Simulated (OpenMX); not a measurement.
Crystal: PbF2 (Fluorocronite).

```
CELL_PARAMETERS angstrom
0.00000 2.96366 2.96366
2.96366 0.00000 2.96366
2.96366 2.96366 0.00000
ATOMIC_POSITIONS crystal
Pb 0.00000 0.00000 0.00000
F 0.75000 0.75000 0.75000
F 0.25000 0.25000 0.25000
```

Base run:

| Item | Value |
| --- | --- |
| Program | OpenMX 3.8.5 |
| Functional | LDA |
| Potentials or basis | OpenMX 2013 LDA set, Pb8.0-s3p2d2f1, F6.0-s2p2d1, grid cutoff 500 Ry |
| k mesh | 7 × 7 × 7 |
| Occupations | fermi-dirac, width 0.05 eV |
| Spin | no spin polarisation |

Its results: band gap on the k mesh 4.25 eV, indirect (least direct gap 4.47 eV); pressure -3.8 GPa.

Problem. The run is repeated on the same cell with these changes: functional from LDA to PBE; potentials or basis from OpenMX 2013 LDA set, Pb8.0-s3p2d2f1, F6.0-s2p2d1, grid cutoff 500 Ry to OpenMX 2013 PBE set, Pb8.0-s3p2d2f1, F6.0-s2p2d1, grid cutoff 500 Ry. What comes out?

Solution. Band gap on the k mesh 4.42 eV, indirect (least direct gap 4.63 eV); pressure 3.6 GPa.

Caveats: spin-orbit coupling is left out, which as a rule narrows the gap of such compounds by several tenths of an eV; the basis of atomic orbitals isn't converged, which shifts pressures, moduli and gaps.
